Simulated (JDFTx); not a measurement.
Runs of JDFTx 1.7.0 (patched build) on Sn. It takes space group Fd-3m (No. 227, cubic). The conventional cell has a = 6.467 Å, b = 6.467 Å, c = 6.467 Å, α = 90.00°, β = 90.00°, γ = 90.00°. Around Sn (site symmetry -43m) lie 4 Sn at 2.80 Å. This isn't the form of Sn at room conditions, which is tetragonal (white tin).

| task | level | potentials or basis | cell | k mesh | cutoff (eV) | local potential set to -Z/r beyond | density cutoff over wavefunction cutoff | max SCF steps | SCF threshold on the energy | solver of the electrons | gap on the mesh (eV) | pressure (GPa) | V0 of scaled cells (Å³/atom) | B0 (GPa) |
| --- | --- | --- | --- | --- | --- | --- | --- | --- | --- | --- | --- | --- | --- | --- |
| single point | PBEsol | PseudoDojo-SR-PBEsol-0.4.1-standard with smoothed tails | as given | 7 × 7 × 7 | 980 | 6 bohr | 8 | 100 | 1e-09 Ha | scf | none | (c) | - | - |
| equation of state | PBEsol | PseudoDojo-SR-PBEsol-0.4.1-standard | as given | 7 × 7 × 7 | 980 | - | 8 | 100 | 1e-09 Ha | scf | - | - | 35.07 | 41 |
| single point | LDA | PseudoDojo-SR-LDA-0.4.1-standard with smoothed tails | as given | 7 × 7 × 7 | 980 | 6 bohr | 8 | 100 | 1e-09 Ha | scf | none | (b) | - | - |
| single point | PBE | PseudoDojo-SR-PBE-0.5-standard | as given | 7 × 7 × 7 | 980 | - | 4 | 100 | 1e-08 Ha | scf | none | 3.9 | - | - |
| equation of state | PBEsol | PseudoDojo-SR-PBEsol-0.4.1-standard with smoothed tails | as given | 7 × 7 × 7 | 980 | 6 bohr | 8 | 100 | 1e-09 Ha | scf | - | - | 35.08 | 41 |
| equation of state | r2SCAN | SG15-PBE-1.2 with smoothed tails | as given | 5 × 5 × 5 | 1088 | 6 bohr | 8 | 100 | 1e-09 Ha | scf | - | - | 34.41 | 44 |
| relaxation of cell and atoms | PBE+D3(BJ) | PseudoDojo-SR-PBE-0.5-standard | relaxed | 7 × 7 × 7 | 980 | - | 8 | 100 | 1e-09 Ha | scf | none | 0.0 | - | - |
| equation of state | LDA | PseudoDojo-SR-LDA-0.4.1-standard | as given | 7 × 7 × 7 | 980 | - | 8 | 100 | 1e-09 Ha | scf | - | - | 33.91 | (a) |

Alike in all rows: no spin polarisation; smearing fermi-dirac 0.05 eV.

Task: Estimate the missing entries.

Result: (a) 45; (b) 0.1; (c) 1.7.

Caveats: the potentials were made for another functional, which shifts forces and pressure (some runs); pairwise dispersion overbinds metals, which lowers pressure and volume (some runs).

A k mesh can miss the band edges, and the runs leave out spin-orbit coupling on Sn.

A gap of «none» marks a metal or a gap under the smearing width.

Not every run made on this cell is shown here.
